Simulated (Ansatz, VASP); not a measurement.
# Cross-check of SiC (honeycomb SiC 6 layers, AA') between VASP and Ansatz, part 2 of 2

One calculation is typed for both programs; each brings its own data sets. How far apart do they land? The cell is taken from a series of runs on this material, whose earlier steps may have relaxed, scaled, displaced or heated it; both programs get it as it stands.

VASP 6.6.1 and Ansatz 0.2.0.

So far: The structure; Ansatz: single point, PBE with D3(BJ); VASP: single point, PBE with D3(BJ).

## 3. VASP: single point, PBE with D3(BJ) (continued)

Level of this step: PBE with D3(BJ); plane waves and PAW (C, Si) (VASP).

Numbers of over 12 decimals in the logs are rounded to 6 here.

OUTCAR, selected parts (step 3):

```text
ion  position               nearest neighbor table
   1  0.667  0.333  0.296-   7 1.82   7 1.82   7 1.82   8 2.25
   2  0.333  0.667  0.373-   8 1.81   8 1.81   8 1.81   7 2.19   9 2.59
   3  0.667  0.333  0.458-   9 1.81   9 1.81   9 1.81  10 2.57
   4  0.333  0.667  0.542-  10 1.81  10 1.81  10 1.81   9 2.57
   5  0.667  0.333  0.627-  11 1.81  11 1.81  11 1.81  12 2.19  10 2.59
   6  0.333  0.667  0.704-  12 1.82  12 1.82  12 1.82  11 2.25
   7  0.333  0.667  0.301-   1 1.82   1 1.82   1 1.82   2 2.19   8 2.78   8 2.78   8 2.78
   8  0.667  0.333  0.370-   2 1.81   2 1.81   2 1.81   1 2.25   7 2.78   7 2.78   7 2.78
   9  0.333  0.667  0.458-   3 1.81   3 1.81   3 1.81   4 2.57   2 2.59  10 3.13  10 3.13  10 3.13

  LATTYP: Found a hexagonal cell.
 ALAT       =     3.1389020522
 C/A-ratio  =     9.6841152626

 Subroutine GETGRP returns: Found 12 space group operations
 (whereof 12 operations were pure point group operations)

The static configuration has the point symmetry D_3d.

 Found     37 irreducible k-points:

   k-points           NKPTS =     37   k-points in BZ     NKDIM =     37   number of bands    NBANDS=     36

   dimension x,y,z NGX =    24 NGY =   24 NGZ =  240
   dimension x,y,z NGXF=    48 NGYF=   48 NGZF=  480

   ENCUT  =  520.0 eV  38.22 Ry    6.18 a.u.   5.84  5.84 56.52*2*pi/ulx,y,z

   NELECT =      48.0000    total number of electrons

 k-points in reciprocal lattice and weights: Automatic mesh
   0.00000000  0.00000000  0.00000000       0.003
   0.05555556  0.00000000  0.00000000       0.019
   0.11111111  0.00000000  0.00000000       0.019
   0.16666667  0.00000000  0.00000000       0.019
   0.22222222  0.00000000  0.00000000       0.019
   0.27777778  0.00000000  0.00000000       0.019
   0.33333333  0.00000000  0.00000000       0.019
   0.38888889  0.00000000  0.00000000       0.019
   0.44444444  0.00000000  0.00000000       0.019
[...]
0.33333333  0.27777778  0.00000000       0.037
   0.33333333  0.33333333  0.00000000       0.006

 dipolmoment           0.000000      0.000000      0.000000 electrons x Angstroem

 average (electrostatic) potential at core
       1 -51.8466       2 -52.1734       3 -51.9736       4 -51.9736       5 -52.1734
       6 -51.8466       7 -87.8163       8 -88.1824       9 -87.9759      10 -87.9759
      11 -88.1824      12 -87.8163

 E-fermi :   2.6365

 k-point     1 :       0.0000    0.0000    0.0000
  band No.  band energies     occupation
    ...
     20      -0.0134      2.00000
     21       0.0420      2.00000
     22       0.0420      2.00000
     23       0.5463      2.00000
     24       1.9340      2.00000
     25       5.0275      0.00000
     26       5.1136      0.00000
     27       5.7839      0.00000
     28       5.8189      0.00000
     29       6.2571      0.00000
    ...

 k-point     2 :       0.0556    0.0000    0.0000
  band No.  band energies     occupation
    ...
     20      -0.1481      2.00000
     21      -0.0535      2.00000
     22       0.0057      2.00000
     23       0.6747      2.00000
     24       1.9836      2.00000
     25       5.1962      0.00000
     26       5.2717      0.00000
     27       5.8735      0.00000
     28       5.8884      0.00000
     29       6.3436      0.00000
    ...

 k-point     3 :       0.1111    0.0000    0.0000
  band No.  band energies     occupation
    ...
     20      -0.4610      2.00000
     21      -0.1713      2.00000
     22      -0.1029      2.00000
     23       0.8823      2.00000
     24       2.0663      2.00000
     25       5.4213      0.00000
     26       5.4833      0.00000
     27       5.9821      0.00000
     28       6.0444      0.00000
     29       6.3172      0.00000
    ...

 Edisp (eV)   -3.13649

  Total      -0.12340    -0.12340    -0.01948     0.00000     0.00000     0.00000
  in kB      -0.76224    -0.76224    -0.12034     0.00000     0.00000     0.00000
  external pressure =       -0.55 kB  Pullay stress =        0.00 kB

  energy-cutoff  :      520.00
  volume of cell :      259.37
      direct lattice vectors                 reciprocal lattice vectors
     3.138902052  0.000000000  0.000000000     0.318582735  0.183933828  0.000000000
    -1.569451026  2.718368917  0.000000000     0.000000000  0.367867655  0.000000000
     0.000000000  0.000000000 30.397489271     0.000000000  0.000000000  0.032897454

 POSITION                                       TOTAL-FORCE (eV/Angst)
 -----------------------------------------------------------------------------------
      1.56945      0.90612      9.00000        -0.000000     -0.000000     -0.006750
     -0.00000      1.81225     11.33266        -0.000000     -0.000000      0.004775
      1.56945      0.90612     13.90741         0.000000     -0.000000      0.000339
     -0.00000      1.81225     16.49008        -0.000000     -0.000000     -0.000339
      1.56945      0.90612     19.06483         0.000000      0.000000     -0.004775
     -0.00000      1.81225     21.39749         0.000000      0.000000      0.006750
     -0.00000      1.81225      9.14557         0.000000     -0.000000      0.002327
      1.56945      0.90612     11.24910         0.000000     -0.000000     -0.002031
     -0.00000      1.81225     13.92504        -0.000000      0.000000      0.000331
      1.56945      0.90612     16.47244         0.000000     -0.000000     -0.000331
     -0.00000      1.81225     19.14839        -0.000000      0.000000      0.002031
      1.56945      0.90612     21.25192        -0.000000      0.000000     -0.002327
 -----------------------------------------------------------------------------------
    total drift:                                0.000000      0.000000      0.000000

  FREE ENERGIE OF THE ION-ELECTRON SYSTEM (eV)
  ---------------------------------------------------
  free  energy   TOTEN  =       -88.0520914573 eV

  energy  without entropy=      -88.0520914572  energy(sigma->0) =      -88.05209146

 vacuum level on the upper side and lower side of the slab         6.664         6.664

 total charge
# of ion       s       p       d       tot
------------------------------------------
    1        0.847   1.697   0.000   2.544
    2        0.850   1.725   0.000   2.575
    3        0.846   1.696   0.000   2.541
    4        0.846   1.696   0.000   2.541
    5        0.850   1.725   0.000   2.575
    6        0.847   1.697   0.000   2.544
    7        0.713   0.940   0.000   1.653
    8        0.706   0.932   0.000   1.639
    9        0.720   0.916   0.000   1.636
   10        0.720   0.916   0.000   1.636
   11        0.706   0.932   0.000   1.639
   12        0.713   0.940   0.000   1.653
--------------------------------------------------
tot          9.363  15.813   0.000  25.177

[... 3 further parts left out ...]
```

## 4. Differences

Known differences besides the potentials themselves: the cutoff is 420 eV in Ansatz and 520 eV in VASP. Total energies have different zeros and are not compared.

Compared:

```
              quantity  Ansatz   VASP  difference
gap on the k mesh (eV)   1.038  1.032      +0.006
```

A gap on the mesh is an upper bound, since the band edges may lie between its points. With vacuum in the cell, a pressure given here is an average over mostly empty space and none of the material.

## 5. Results

```json
{"difference in gap on the k mesh (single point, PBE with D3(BJ))": "0.0061 eV"}
```

The difference in gap on the k mesh is 0.0061 eV (single point, PBE with D3(BJ)), within the 0.08 eV picked in this series as the mark of a large difference. Such differences can come from data sets, numerical settings and the points named under the comparisons, not from the functional's error against experiment.

[Lines on the potential files, build, host, timing and source positions are cut from VASP's logs without a mark.]

[Logs are printed without paths, hosts, clocks, repeated set-up lines and the standing remarks that a program may print on its own settings, such as how far it seeks lower states.]

[Hosts, paths, dates, database ids (printed as entryN), source tags and the programs' standing remarks are cut or masked in the printed files.]
